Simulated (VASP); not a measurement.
# KMgF3 (P4/mmm) in VASP: a series of runs

The runs below take KMgF3 through single point, with PBE.

Program: VASP 6.6.1. These are calculated values, not measurements. Logs are shortened: lines on timing, memory, paths and dates and some standing lists are left out, and cuts for length are marked.

### 1 The cell of the first run

It takes space group P4/mmm (No. 123, tetragonal). The conventional cell has a = 3.926 Å, b = 3.926 Å, c = 3.866 Å, α = 90.00°, β = 90.00°, γ = 90.00°. Around K (site symmetry 4/mmm) lie 12 F at 2.76 to 2.78 Å. Mg (site symmetry 4/mmm) has 6 F at 1.93 to 1.96 Å as nearest neighbours. F (site symmetry mmm) has 2 Mg at 1.96 Å as nearest neighbours. Around F (site symmetry 4/mmm) lie 2 Mg at 1.93 Å.

### 2 Single point, PBE (strain -0.015 along x and y, -0.030 along z, atoms carried along)

INCAR

```
PREC = Accurate
ENCUT = 520
EDIFF = 1E-6
ISMEAR = 0
SIGMA = 0.05
LREAL = False
LASPH = True
NELM = 100
ALGO = Fast
ISIF = 2
LWAVE = False
LCHARG = True
GGA = PE
LELF = True
LVHAR = True
NBANDS = 24
```

KPOINTS

```
Automatic mesh
0
Gamma
  6 6 6
```

POSCAR

```
KMgF3
1.0
    3.9261115000      0.0000000000      0.0000000000
    0.0000000000      3.9261115000      0.0000000000
    0.0000000000      0.0000000000      3.8663230000
K Mg F
1 1 3
Direct
    0.5000000000      0.5000000000      0.5000000000
    0.0000000000      0.0000000000      0.0000000000
    0.5000000000      0.0000000000      0.0000000000
    0.0000000000      0.5000000000      0.0000000000
    0.0000000000      0.0000000000      0.5000000000
```

Potentials or basis: VASP PAW PBE potentials, release 64 (K_sv, Mg, F).

On the command line:

```bash
> cat potpaw_PBE.64/K_sv/POTCAR potpaw_PBE.64/Mg/POTCAR potpaw_PBE.64/F/POTCAR > POTCAR
> mpirun -np 1 vasp_std > vasp.out
```

OUTCAR:

```text
PREC = Accurate
   ENCUT = 520
   EDIFF = 1E-6
   ISMEAR = 0
   LREAL = False
   LASPH = True
   NELM = 100
   ISIF = 2
   GGA = PE

 ion  position               nearest neighbor table
   1  0.500  0.500  0.500-   3 2.76   4 2.76   3 2.76   4 2.76   3 2.76   3 2.76   4 2.76   4 2.76
                             5 2.78   5 2.78   5 2.78   5 2.78   2 3.38   2 3.38   2 3.38   2 3.38
   2  0.000  0.000  0.000-   5 1.93   5 1.93   3 1.96   4 1.96   4 1.96   3 1.96   1 3.38   1 3.38
                             1 3.38   1 3.38   1 3.38   1 3.38   1 3.38   1 3.38
   3  0.500  0.000  0.000-   2 1.96   2 1.96   1 2.76   1 2.76   1 2.76   1 2.76
   4  0.000  0.500  0.000-   2 1.96   2 1.96   1 2.76   1 2.76   1 2.76   1 2.76
   5  0.000  0.000  0.500-   2 1.93   2 1.93   1 2.78   1 2.78   1 2.78   1 2.78

  LATTYP: Found a simple tetragonal cell.
 ALAT       =     3.9261115000
 C/A-ratio  =     0.9847715736

  Lattice vectors:

 A1 = (   3.9261115000,   0.0000000000,   0.0000000000)
 A2 = (   0.0000000000,   3.9261115000,   0.0000000000)
 A3 = (   0.0000000000,   0.0000000000,   3.8663230000)

Analysis of symmetry for initial positions (statically):
=====================================================================
 Subroutine PRICEL returns:
 Original cell was already a primitive cell.

 Routine SETGRP: Setting up the symmetry group for a
 simple tetragonal supercell.

 Subroutine GETGRP returns: Found 16 space group operations
 (whereof 16 operations were pure point group operations)
 out of a pool of 16 trial point group operations.

The static configuration has the point symmetry D_4h.

Analysis of symmetry for dynamics (positions and initial velocities):
=====================================================================
 Subroutine PRICEL returns:
 Original cell was already a primitive cell.

 Routine SETGRP: Setting up the symmetry group for a
 simple tetragonal supercell.

 Subroutine GETGRP returns: Found 16 space group operations
 (whereof 16 operations were pure point group operations)
 out of a pool of 16 trial point group operations.

The dynamic configuration has the point symmetry D_4h.

 Subroutine INISYM returns: Found 16 space group operations
 (whereof 16 operations are pure point group operations),
 and found     1 'primitive' translations

----------------------------------------------------------------------------------------

                                     Primitive cell

  volume of cell :      59.5969

  direct lattice vectors                    reciprocal lattice vectors
     3.926111500  0.000000000  0.000000000     0.254704942  0.000000000  0.000000000
     0.000000000  3.926111500  0.000000000     0.000000000  0.254704942  0.000000000
     0.000000000  0.000000000  3.866323000     0.000000000  0.000000000  0.258643678

  length of vectors
     3.926111500  3.926111500  3.866323000     0.254704942  0.254704942  0.258643678

  position of ions in fractional coordinates (direct lattice)
     0.500000000  0.500000000  0.500000000
     0.000000000  0.000000000  0.000000000
     0.500000000  0.000000000  0.000000000
     0.000000000  0.500000000  0.000000000
     0.000000000  0.000000000  0.500000000

  ion indices of the primitive-cell ions
   primitive index   ion index
                 1           1
                 2           2
                 3           3
                 4           4
                 5           5

----------------------------------------------------------------------------------------

 KPOINTS: Automatic mesh

Automatic generation of k-mesh.
 Grid dimensions read from file:
 generate k-points for:    6    6    6

 Generating k-lattice:

  Cartesian coordinates                     Fractional coordinates (reciprocal lattice)
     0.042450824  0.000000000  0.000000000     0.166666667  0.000000000  0.000000000
     0.000000000  0.042450824  0.000000000     0.000000000  0.166666667  0.000000000
     0.000000000  0.000000000  0.043107280     0.000000000  0.000000000  0.166666667

  Length of vectors
     0.042450824  0.042450824  0.043107280

  Shift w.r.t. Gamma in fractional coordinates (k-lattice)
     0.000000000  0.000000000  0.000000000

 Subroutine IBZKPT returns following result:
 ===========================================

 Found     40 irreducible k-points:

 Following reciprocal coordinates:
            Coordinates               Weight
  0.000000  0.000000  0.000000      1.000000
  0.166667  0.000000  0.000000      4.000000
  0.333333  0.000000  0.000000      4.000000
  0.500000  0.000000  0.000000      2.000000
  0.166667  0.166667  0.000000      4.000000
  0.333333  0.166667  0.000000      8.000000
[... 16 lines left out ...]
  0.333333  0.000000  0.333333      8.000000
  0.500000  0.000000  0.333333      4.000000
 [... further k-points ...]
   k-points           NKPTS =     40   k-points in BZ     NKDIM =     40   number of bands    NBANDS=     24
   number of dos      NEDOS =    301   number of ions     NIONS =      5
   total plane-waves  NPLWV =  27000
   dimension x,y,z NGX =    30 NGY =   30 NGZ =   30
   dimension x,y,z NGXF=    60 NGYF=   60 NGZF=   60
   ions per type =               1   1   3
   NGX,Y,Z   is equivalent  to a cutoff of  12.70, 12.70, 12.90 a.u.
   NGXF,Y,Z  is equivalent  to a cutoff of  25.41, 25.41, 25.80 a.u.
 SYSTEM =  unknown system
   PREC   = accura    normal or accurate (medium, high low for compatibility)
   ISTART =      0    job   : 0-new  1-cont  2-samecut
   ICHARG =      2    charge: 1-file 2-atom 10-const
   ISPIN  =      1    spin polarized calculation?
   LNONCOLLINEAR =      F non collinear calculations
   LSORBIT =      F    spin-orbit coupling
   LASPH  =      T    aspherical Exc in radial PAW
   ENCUT  =  520.0 eV  38.22 Ry    6.18 a.u.   7.30  7.30  7.19*2*pi/ulx,y,z
   NELM   =    100;   NELMIN=  2; NELMDL= -5     # of ELM steps
   EDIFF  = 0.1E-05   stopping-criterion for ELM
   LREAL  =      F    real-space projection
   EDIFFG = 0.1E-04   stopping-criterion for IOM
   NSW    =      0    number of steps for IOM
   IBRION =     -1    ionic relax: 0-MD 1-quasi-New 2-CG
   NFREE  =      0    steps in history (QN), initial steepest desc. (CG)
   ISIF   =      2    stress and relaxation
   ISYM   =      2    0-nonsym 1-usesym 2-fastsym
   POTIM  = 0.5000    time-step for ionic-motion
   TEBEG  =    0.0;   TEEND  =   0.0 temperature during run
   PSTRESS=    0.0 pullay stress
   NELECT =      32.0000    total number of electrons
   NUPDOWN=      -1.0000    fix difference up-down
   EMIN   =  10.00;   EMAX   =-10.00  energy-range for DOS
   EFERMI =   0.00;   METHOD = LEGACY
   ISMEAR =     0;   SIGMA  =   0.05  broadening in eV -4-tet -1-fermi 0-gaus
   EFERMI_NEDOS =   21; number of points for ismear=-14 and -15
   IALGO  =     68    algorithm
   IMIX   =      4    mixing-type and parameters
     AMIX     =   0.40;   BMIX     =  1.00
     AMIX_MAG =   1.60;   BMIX_MAG =  1.00
  volume/ion in A,a.u.               =      11.92        80.44
  Fermi-wavevector in a.u.,A,eV,Ry     =   1.330609  2.514486 24.089381  1.770520
  Thomas-Fermi vector in A             =   2.459683
   LORBIT       =      0    0 simple, 1 ext, 2 COOP (PROOUT), +10 PAW based schemes
   GGA     = PE    functional components
   LHFCALC =     F    Hartree Fock is set to
   AEXX    =    0.0000 exact exchange contribution
   IVDW    =     0    specifies the selected vdW correction
   LEPSILON=     F    determine dielectric tensor
   LRPA    =     F    only Hartree local field effects (RPA)
 non-spin polarized calculation
 RMM-DIIS sequential band-by-band and
 Gauss-broadening in eV      SIGMA  =   0.05
  energy-cutoff  :      520.00
  volume of cell :       59.60
 maximum number of plane-waves:      1628
 NGX is ok and might be reduce to    30
   NGX = 15   NGY = 15   NGZ = 15

 number of electron      31.9999993 magnetization

 Free energy of the ion-electron system (eV)
  ---------------------------------------------------
  ext. energy  EPLUGINS =         0.00000000
  ---------------------------------------------------
  free energy    TOTEN  =       -24.26148438 eV

  energy without entropy =      -24.26148438  energy(sigma->0) =      -24.26148438

 E-fermi :  -0.9659     XC(G=0):  -9.9896

 val. band max:       -1.2754686614   @ k =   0.5000   0.5000   0.5000
 cond. band min:       6.5002598904   @ k =   0.0000   0.0000   0.0000
 fundamental gap:      7.7757285518
 Fermi energy:        -0.9659371568

 k-point     1 :       0.0000    0.0000    0.0000
  band No.  band energies     occupation
      1     -26.8208      2.00000
      2     -21.5699      2.00000
      3     -20.8459      2.00000
      4     -20.8096      2.00000
      5     -10.3278      2.00000
      6     -10.3278      2.00000
[... 16 lines left out ...]
     23      13.4700      0.00000
     24      16.3096      0.00000

 k-point     2 :       0.1667    0.0000    0.0000
  band No.  band energies     occupation
      1     -26.8110      2.00000
      2     -21.5409      2.00000
      3     -20.8659      2.00000
      4     -20.8281      2.00000
      5     -10.3162      2.00000
      6     -10.3104      2.00000
[... 16 lines left out ...]
     23      13.4590      0.00000
     24      16.2609      0.00000

 k-point     3 :       0.3333    0.0000    0.0000
  band No.  band energies     occupation
      1     -26.7913      2.00000
      2     -21.4736      2.00000
      3     -20.9510      2.00000
      4     -20.8286      2.00000
      5     -10.2932      2.00000
      6     -10.2749      2.00000
[... 16 lines left out ...]
     23      13.2855      0.00000
     24      16.0743      0.00000
[... 514 lines left out ...]
 k-point    23 :       0.3333    0.0000    0.3333
  band No.  band energies     occupation
      1     -26.7660      2.00000
      2     -21.3146      2.00000
      3     -21.0180      2.00000
      4     -20.9022      2.00000
      5     -10.3831      2.00000
      6     -10.3166      2.00000
[... 16 lines left out ...]
     23      13.7286      0.00000
     24      14.1158      0.00000

 k-point    24 :       0.5000    0.0000    0.3333
  band No.  band energies     occupation
      1     -26.7586      2.00000
      2     -21.2546      2.00000
      3     -21.0273      2.00000
      4     -20.9482      2.00000
      5     -10.3735      2.00000
      6     -10.3712      2.00000
[... 16 lines left out ...]
     23      13.3411      0.00000
     24      14.3705      0.00000

 [... further k-points ...]

------------------------ aborting loop because EDIFF is reached ----------------------------------------

  FORCE on cell =-STRESS in cart. coord.  units (eV):
  Direction    XX          YY          ZZ          XY          YZ          ZX
  --------------------------------------------------------------------------------------
  -------------------------------------------------------------------------------------
  Total        3.1292731      3.1292731      3.9184433      0.0000000     -0.0000000      0.0000000
  in kB       84.1260799     84.1260799    105.3418068      0.0000000     -0.0000000      0.0000000
  external PRESSURE =      91.1979889 kB  Pullay stress =       0.0000000 kB

 VOLUME and BASIS-vectors are now :
 -----------------------------------------------------------------------------
  energy-cutoff  :      520.00
  volume of cell :       59.60
      direct lattice vectors                 reciprocal lattice vectors
     3.926111500  0.000000000  0.000000000     0.254704942  0.000000000  0.000000000
     0.000000000  3.926111500  0.000000000     0.000000000  0.254704942  0.000000000
     0.000000000  0.000000000  3.866323000     0.000000000  0.000000000  0.258643678

 POSITION                                       TOTAL-FORCE (eV/Angst)
 -----------------------------------------------------------------------------------
      1.96306      1.96306      1.93316         0.000000      0.000000      0.000000
      0.00000      0.00000      0.00000         0.000000      0.000000      0.000000
      1.96306      0.00000      0.00000         0.000000      0.000000      0.000000
      0.00000      1.96306      0.00000         0.000000      0.000000      0.000000
      0.00000      0.00000      1.93316         0.000000      0.000000      0.000000
 -----------------------------------------------------------------------------------
    total drift:                                0.000000     -0.000000      0.000000

  FREE ENERGIE OF THE ION-ELECTRON SYSTEM (eV)
  ---------------------------------------------------
  free  energy   TOTEN  =       -24.2614843841 eV

  energy  without entropy=      -24.2614843841  energy(sigma->0) =      -24.26148438
```

Run time: 70 s. Hardware: 1 thread of Intel Xeon Platinum 8488C (Sapphire Rapids), shared host; peak memory 0.19 GiB.

Results:

```yaml
Free_energy: -24.2615 eV
Pressure: 9.1 GPa
Band_gap_on_the_k_mesh: 7.78 eV, indirect (least direct gap 8.10 eV)
```

Levels at points of the mesh, in eV from the valence-band top:
```tsv
k point	band 12	band 13	band 14	band 15	band 16	band 17	band 18	band 19	band 20	band 21
(0.00, 0.00, 0.00)	-0.70	-0.67	-0.33	-0.33	-0.33	7.78	10.12	10.19	12.31	12.42
(0.50, 0.00, 0.00)	-0.97	-0.92	-0.90	-0.57	-0.57	10.48	11.07	11.24	13.04	13.04
(0.50, 0.50, 0.00)	-1.12	-1.12	-1.00	-1.00	-0.04	11.25	11.93	13.17	13.17	13.18
(0.00, 0.00, 0.50)	-0.99	-0.99	-0.97	-0.57	-0.57	10.54	11.10	11.36	12.99	13.10
(0.50, 0.00, 0.50)	-1.20	-1.15	-0.92	-0.92	-0.02	11.27	12.02	13.05	13.07	13.22
(0.50, 0.50, 0.50)	-1.20	-1.16	-0.02	0.00	0.00	10.68	10.68	10.68	14.42	15.71
```

A k mesh can miss the band edges.

[end of part 1 of 3]
